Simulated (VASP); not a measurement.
# Ca (Immm) in VASP: further runs

One crystal, Ca, is run at these levels: PBE; tasks: single point.

All numbers are computed with VASP 6.6.1; they aren't measurements. Logs are shortened: lines on timing, memory, paths and dates and some standing lists are left out, and cuts for length are marked.

### 1 The crystal as given

Symmetry: Immm, No. 71, orthorhombic system. The conventional cell has a = 4.193 Å, b = 4.203 Å, c = 4.891 Å, α = 90.00°, β = 90.00°, γ = 90.00°. Around Ca (site symmetry mmm) lie 12 Ca at 3.85 to 4.20 Å.

This isn't the form of Ca at room conditions, which is fcc.

### 2 Single point, PBE

INCAR

```
PREC     = Accurate       # precision mode
ENCUT    = 400            # plane-wave cutoff, eV
EDIFF    = 1E-6           # SCF threshold, eV
ISMEAR   = 0              # smearing method
SIGMA    = 0.1            # smearing width, eV
LREAL    = False          # projectors in reciprocal space
LASPH    = True           # aspherical terms in the spheres
NELM     = 100            # most SCF steps
ALGO     = Normal         # electronic algorithm
ISIF     = 2              # what is computed and relaxed
LWAVE    = False          # write WAVECAR
LCHARG   = False          # write CHGCAR
GGA      = PE             # functional
ADDGRID  = False
```

KPOINTS

```
Automatic mesh
0
Gamma
  16 16 16
```

POSCAR

```
Ca
1.0
   -2.1296130000      2.1366080000      2.5183870000
    2.0452440000     -2.1127450000      2.4255450000
    2.0940060000      2.0772270000     -2.4978770000
Ca
1
Direct
    0.5036690000      0.4760610000     -0.0172770000
```

Potentials or basis: VASP PAW PBE potentials, release 64 (Ca_pv).

Run with:

```bash
$ cat potpaw_PBE.64/Ca_pv/POTCAR > POTCAR
$ mpirun -np 1 vasp_std > vasp.out
```

OUTCAR:

```text
PREC = Accurate
   ENCUT = 400
   EDIFF = 1E-6
   ISMEAR = 0
   LREAL = False
   LASPH = True
   NELM = 100
   ISIF = 2
   GGA = PE

 Found   2052 irreducible k-points:

 Following reciprocal coordinates:
            Coordinates               Weight
  0.000000  0.000000  0.000000      1.000000
  0.062500  0.000000  0.000000      2.000000
  0.125000  0.000000  0.000000      2.000000
  0.187500  0.000000  0.000000      2.000000
  0.250000  0.000000  0.000000      2.000000
  0.312500  0.000000 -0.000000      2.000000
   k-points           NKPTS =   2052   k-points in BZ     NKDIM =   2052   number of bands    NBANDS=      8
   number of dos      NEDOS =    301   number of ions     NIONS =      1
   total plane-waves  NPLWV =  21952
   dimension x,y,z NGX =    28 NGY =   28 NGZ =   28
   dimension x,y,z NGXF=    56 NGYF=   56 NGZF=   56
   ions per type =               1
   NGX,Y,Z   is equivalent  to a cutoff of  11.85, 12.21, 12.04 a.u.
   NGXF,Y,Z  is equivalent  to a cutoff of  23.69, 24.42, 24.09 a.u.
 SYSTEM =  unknown system
   PREC   = accura    normal or accurate (medium, high low for compatibility)
   ISTART =      0    job   : 0-new  1-cont  2-samecut
   ICHARG =      2    charge: 1-file 2-atom 10-const
   ISPIN  =      1    spin polarized calculation?
   LNONCOLLINEAR =      F non collinear calculations
   LSORBIT =      F    spin-orbit coupling
   LASPH  =      T    aspherical Exc in radial PAW
   ENCUT  =  400.0 eV  29.40 Ry    5.42 a.u.   6.41  6.22  6.30*2*pi/ulx,y,z
   NELM   =    100;   NELMIN=  2; NELMDL= -5     # of ELM steps
   EDIFF  = 0.1E-05   stopping-criterion for ELM
   LREAL  =      F    real-space projection
[... 7 lines left out ...]
   TEBEG  =    0.0;   TEEND  =   0.0 temperature during run
   PSTRESS=    0.0 pullay stress
   NELECT =       8.0000    total number of electrons
   NUPDOWN=      -1.0000    fix difference up-down
   EMIN   =  10.00;   EMAX   =-10.00  energy-range for DOS
   EFERMI =   0.00;   METHOD = LEGACY
   ISMEAR =     0;   SIGMA  =   0.10  broadening in eV -4-tet -1-fermi 0-gaus
   EFERMI_NEDOS =   21; number of points for ismear=-14 and -15
   IALGO  =     38    algorithm
   IMIX   =      4    mixing-type and parameters
     AMIX     =   0.40;   BMIX     =  1.00
     AMIX_MAG =   1.60;   BMIX_MAG =  1.00
  volume/ion in A,a.u.               =      43.10       290.85
  Fermi-wavevector in a.u.,A,eV,Ry     =   0.933859  1.764737 11.865531  0.872092
  Thomas-Fermi vector in A             =   2.060604
   LORBIT       =      0    0 simple, 1 ext, 2 COOP (PROOUT), +10 PAW based schemes
   GGA     = PE    functional components
   LHFCALC =     F    Hartree Fock is set to
   AEXX    =    0.0000 exact exchange contribution
   IVDW    =     0    specifies the selected vdW correction
   LEPSILON=     F    determine dielectric tensor
   LRPA    =     F    only Hartree local field effects (RPA)
 non-spin polarized calculation
 Gauss-broadening in eV      SIGMA  =   0.10
  energy-cutoff  :      400.00
  volume of cell :       43.10
 maximum number of plane-waves:       795
 NGX is ok and might be reduce to    28

 number of electron       8.0000001 magnetization

 Free energy of the ion-electron system (eV)
  ---------------------------------------------------
  ext. energy  EPLUGINS =         0.00000000
  ---------------------------------------------------
  free energy    TOTEN  =        -1.91024477 eV

  energy without entropy =       -1.90343389  energy(sigma->0) =       -1.90683933

 E-fermi :   2.1349     XC(G=0):  -7.6330

 val. band max:        2.1345434742   @ k =   0.3750   0.3125   0.3125
 cond. band min:       2.1349474798   @ k =   0.3750   0.5000   0.3750
 fundamental gap:      0.0004040056
 Fermi energy:         2.1348578656

 k-point     1 :       0.0000    0.0000    0.0000
  band No.  band energies     occupation
      1     -20.8656      2.00000
      2     -20.8611      2.00000
      3     -20.8517      2.00000
      4      -1.8717      2.00000
      5       4.2181      0.00000
      6       4.3448      0.00000
      7       4.9511      0.00000
      8       4.9812      0.00000

 k-point     2 :       0.0625    0.0000    0.0000
  band No.  band energies     occupation
      1     -20.8669      2.00000
      2     -20.8642      2.00000
      3     -20.8536      2.00000
      4      -1.8065      2.00000
      5       4.1952      0.00000
      6       4.3528      0.00000
      7       4.9460      0.00000
      8       4.9618      0.00000

 k-point     3 :       0.1250    0.0000    0.0000
  band No.  band energies     occupation
      1     -20.8773      2.00000
      2     -20.8696      2.00000
      3     -20.8555      2.00000
      4      -1.6132      2.00000
      5       4.0888      0.00000
      6       4.3572      0.00000
      7       4.9184      0.00000
      8       4.9871      0.00000

 k-point     4 :       0.1875    0.0000    0.0000
  band No.  band energies     occupation
      1     -20.8980      2.00000
      2     -20.8745      2.00000
      3     -20.8563      2.00000
      4      -1.2989      2.00000
      5       3.8575      0.00000
      6       4.3091      0.00000
      7       4.9239      0.00000
      8       5.1188      0.00000

 k-point     5 :       0.2500    0.0000    0.0000
  band No.  band energies     occupation
      1     -20.9227      2.00000
      2     -20.8802      2.00000
      3     -20.8568      2.00000
      4      -0.8762      2.00000
      5       3.5255      0.00000
      6       4.2066      0.00000
      7       4.9491      0.00000
      8       5.3594      0.00000

 k-point     6 :       0.3125    0.0000   -0.0000
  band No.  band energies     occupation
      1     -20.9475      2.00000
      2     -20.8859      2.00000
      3     -20.8572      2.00000
      4      -0.3642      2.00000
      5       3.1315      0.00000
      6       4.0882      0.00000
      7       4.9480      0.00000
      8       5.6371      0.00000

 [... further k-points ...]
[... 5 lines left out ...]
  --------------------------------------------------------------------------------------
  -------------------------------------------------------------------------------------
  Total       -0.1160359     -0.1589114     -0.0486381      0.0494187     -0.0352635      0.1362301
  in kB       -4.3135219     -5.9073762     -1.8080752      1.8370917     -1.3108850      5.0642204
  external PRESSURE =      -4.0096578 kB  Pullay stress =       0.0000000 kB

 VOLUME and BASIS-vectors are now :
 -----------------------------------------------------------------------------
  energy-cutoff  :      400.00
  volume of cell :       43.10
      direct lattice vectors                 reciprocal lattice vectors
    -2.129613000  2.136608000  2.518387000     0.005544617  0.236380961  0.201221828
     2.045244000 -2.112745000  2.425545000     0.245206417  0.001067158  0.206447491
     2.094006000  2.077227000 -2.497877000     0.243696023  0.239358134  0.003003396

 POSITION                                       TOTAL-FORCE (eV/Angst)
 -----------------------------------------------------------------------------------
      1.95887      2.11169     -0.03158         0.000000      0.000000      0.000000
 -----------------------------------------------------------------------------------
    total drift:                               -0.000001      0.000007      0.000008

  FREE ENERGIE OF THE ION-ELECTRON SYSTEM (eV)
  ---------------------------------------------------
  free  energy   TOTEN  =        -1.9102447674 eV

  energy  without entropy=       -1.9034338920  energy(sigma->0) =       -1.90683933
```

It took 3.5 min on 1 thread of Intel Xeon Platinum 8488C (Sapphire Rapids), shared host; peak memory 0.61 GiB.

These settings aren't checked as converged: the numbers below hold their error.

Results:

```yaml
Free_energy: -1.9102 eV
Pressure: -0.4 GPa
Band_gap_on_the_k_mesh: none (metal or under the smearing width)
```

### 3 Single point, PBE

This run uses another cell than the first one, of the same volume but with other edges.

INCAR: that of step 2 with these lines changed.

```diff
@@ -3,3 +3,3 @@
 EDIFF    = 1E-6           # SCF threshold, eV
-ISMEAR   = 0              # smearing method
+ISMEAR   = -1             # smearing method
 SIGMA    = 0.1            # smearing width, eV
```

KPOINTS is that of step 2.

POSCAR

```
Ca
1.0
   -2.0964874600      2.1017318100      2.4453524600
    2.0964874600     -2.1017318100      2.4453524600
    2.0964874600      2.1017318100     -2.4453524600
Ca
1
Direct
    0.5000000000      0.5000000000      0.0000000000
```

Potentials or basis: VASP PAW PBE potentials, release 64 (Ca_pv).

Run with:

```bash
$ cat potpaw_PBE.64/Ca_pv/POTCAR > POTCAR
$ mpirun -np 1 vasp_std > vasp.out
```

It took 67 s on 1 thread of Intel Xeon Platinum 8488C (Sapphire Rapids), shared host; peak memory 0.28 GiB.

These settings aren't checked as converged: the numbers below hold their error.

Results:

| Quantity | Value |
| --- | --- |
| Free energy | -1.9311 eV |
| Pressure | -0.4 GPa |
| Band gap on the k mesh | none (metal or under the smearing width) |

### 4 Single point, PBE

INCAR is that of step 3.

KPOINTS is that of step 3.

POSCAR

```
Ca
1.0
   -2.1296130000      2.1366080000      2.5183870000
    2.0452440000     -2.1127450000      2.4255450000
    2.0940060000      2.0772270000     -2.4978770000
Ca
1
Direct
    0.5036690000      0.4760610000     -0.0172770000
```

Potentials or basis: VASP PAW PBE potentials, release 64 (Ca_pv).

Run with:

```bash
$ cat potpaw_PBE.64/Ca_pv/POTCAR > POTCAR
$ mpirun -np 1 vasp_std > vasp.out
```

OUTCAR:

```text
PREC = Accurate
   ENCUT = 400
   EDIFF = 1E-6
   ISMEAR = -1
   LREAL = False
   LASPH = True
   NELM = 100
   ISIF = 2
   GGA = PE

 Found   2052 irreducible k-points:

 Following reciprocal coordinates:
            Coordinates               Weight
  0.000000  0.000000  0.000000      1.000000
  0.062500  0.000000  0.000000      2.000000
  0.125000  0.000000  0.000000      2.000000
  0.187500  0.000000  0.000000      2.000000
  0.250000  0.000000  0.000000      2.000000
[... 131 lines left out ...]
  band No.  band energies     occupation
      1     -20.9390      2.00000
      2     -20.8748      2.00000
      3     -20.8487      2.00000
      4      -0.3636      2.00000
      5       3.1338      0.00009
      6       4.0938      0.00000
      7       4.9540      0.00000
      8       5.6426      0.00000

 [... further k-points ...]
[... 5 lines left out ...]
  --------------------------------------------------------------------------------------
  -------------------------------------------------------------------------------------
  Total       -0.0987897     -0.1574941     -0.0512342      0.0460284     -0.0393719      0.1506925
  in kB       -3.6724085     -5.8546873     -1.9045815      1.7110622     -1.4636125      5.6018442
  external PRESSURE =      -3.8105591 kB  Pullay stress =       0.0000000 kB

 VOLUME and BASIS-vectors are now :
 -----------------------------------------------------------------------------
  energy-cutoff  :      400.00
  volume of cell :       43.10
      direct lattice vectors                 reciprocal lattice vectors
    -2.129613000  2.136608000  2.518387000     0.005544617  0.236380961  0.201221828
     2.045244000 -2.112745000  2.425545000     0.245206417  0.001067158  0.206447491
     2.094006000  2.077227000 -2.497877000     0.243696023  0.239358134  0.003003396

 POSITION                                       TOTAL-FORCE (eV/Angst)
 -----------------------------------------------------------------------------------
      1.95887      2.11169     -0.03158         0.000000      0.000000      0.000000
 -----------------------------------------------------------------------------------
    total drift:                               -0.000001      0.000007      0.000008

  FREE ENERGIE OF THE ION-ELECTRON SYSTEM (eV)
  ---------------------------------------------------
  free  energy   TOTEN  =        -1.9283262514 eV

  energy  without entropy=       -1.8862099932  energy(sigma->0) =       -1.90726812
```

OSZICAR:

```text
N       E                     dE             d eps       ncg     rms          rms(c)
DAV:   1     0.160869431813E+02    0.16087E+02   -0.36519E+03 32832   0.110E+03
DAV:   2    -0.114650454716E+01   -0.17233E+02   -0.17201E+02 34264   0.117E+02
DAV:   3    -0.191164065895E+01   -0.76514E+00   -0.76386E+00 54104   0.323E+01
DAV:   4    -0.191891581619E+01   -0.72752E-02   -0.72731E-02 42088   0.249E+00
DAV:   5    -0.191899194162E+01   -0.76125E-04   -0.76124E-04 56104   0.247E-01    0.747E-01
DAV:   6    -0.192409569929E+01   -0.51038E-02   -0.78815E-03 38080   0.180E+00    0.430E-01
DAV:   7    -0.192831524379E+01   -0.42195E-02   -0.89278E-03 37808   0.188E+00    0.528E-02
DAV:   8    -0.192831528225E+01   -0.38464E-07   -0.42140E-04 42392   0.365E-01    0.892E-03
DAV:   9    -0.192832267204E+01   -0.73898E-05   -0.14138E-05 56096   0.352E-02    0.713E-03
DAV:  10    -0.192832561298E+01   -0.29409E-05   -0.18887E-06 40608   0.286E-02    0.187E-03
DAV:  11    -0.192832625139E+01   -0.63841E-06   -0.49838E-08 18600   0.296E-03
   1 F= -.19283263E+01 E0= -.19072681E+01  d E =-.421163E-01
```

stdout:

```text
POSCAR found type information on POSCAR Ca
 POSCAR found :  1 types and       1 ions
 scaLAPACK will be used
 LDA part: xc-table for (Slater+PW92), standard interpolation
 POSCAR, INCAR and KPOINTS ok, starting setup
 FFT: planning ... GRIDC
 FFT: planning ... GRID_SOFT
 FFT: planning ... GRID
 WAVECAR not read
 entering main loop
```

Wall time 3.7 min (1 thread of Intel Xeon Platinum 8488C (Sapphire Rapids), shared host); peak memory 0.62 GiB.

The run converged, but some of its settings lie outside the range that counts as converged, so its numbers aren't taken as properties of the crystal.

What came out:

* Free energy: -1.9283 eV
* Pressure: -0.4 GPa
* Band gap on the k mesh: none (metal or under the smearing width)

### 5 Single point, PBE

This run uses another cell than the first one, of the same volume but with other edges.

INCAR: that of step 4 with these lines changed.

```diff
@@ -1,5 +1,5 @@
 PREC     = Accurate       # precision mode
-ENCUT    = 400            # plane-wave cutoff, eV
+ENCUT    = 500            # plane-wave cutoff, eV
 EDIFF    = 1E-6           # SCF threshold, eV
-ISMEAR   = -1             # smearing method
+ISMEAR   = 1              # smearing method
 SIGMA    = 0.1            # smearing width, eV
```

KPOINTS is that of step 4.

POSCAR

```
Ca
1.0
   -2.0964874600      2.1017318100      2.4453524600
    2.0964874600     -2.1017318100      2.4453524600
    2.0964874600      2.1017318100     -2.4453524600
Ca
1
Direct
    0.5000000000      0.5000000000      0.0000000000
```

Run with:

```bash
$ cat potpaw_PBE.64/Ca_pv/POTCAR > POTCAR
$ mpirun -np 1 vasp_std > vasp.out
```

Wall time 68 s (1 thread of Intel Xeon Platinum 8488C (Sapphire Rapids), shared host); peak memory 0.35 GiB.

These settings aren't checked as converged: the numbers below hold their error.

What came out:

- Free energy: -1.9091 eV
- Pressure: -0.4 GPa
- Band gap on the k mesh: none (metal or under the smearing width)

### 6 Single point, PBE

INCAR is that of step 5.

KPOINTS is that of step 5.

POSCAR

```
Ca
1.0
   -2.1296130000      2.1366080000      2.5183870000
    2.0452440000     -2.1127450000      2.4255450000
    2.0940060000      2.0772270000     -2.4978770000
Ca
1
Direct
    0.5036690000      0.4760610000     -0.0172770000
```

Potentials or basis: VASP PAW PBE potentials, release 64 (Ca_pv).

Run with:

```bash
$ cat potpaw_PBE.64/Ca_pv/POTCAR > POTCAR
$ mpirun -np 1 vasp_std > vasp.out
```

Wall time 4.6 min (1 thread of Intel Xeon Platinum 8488C (Sapphire Rapids), shared host); peak memory 0.81 GiB.

These settings aren't checked as converged: the numbers below hold their error.

Results:

```
Free energy            : -1.9069 eV
Pressure               : -0.4 GPa
Band gap on the k mesh : none (metal or under the smearing width)
```
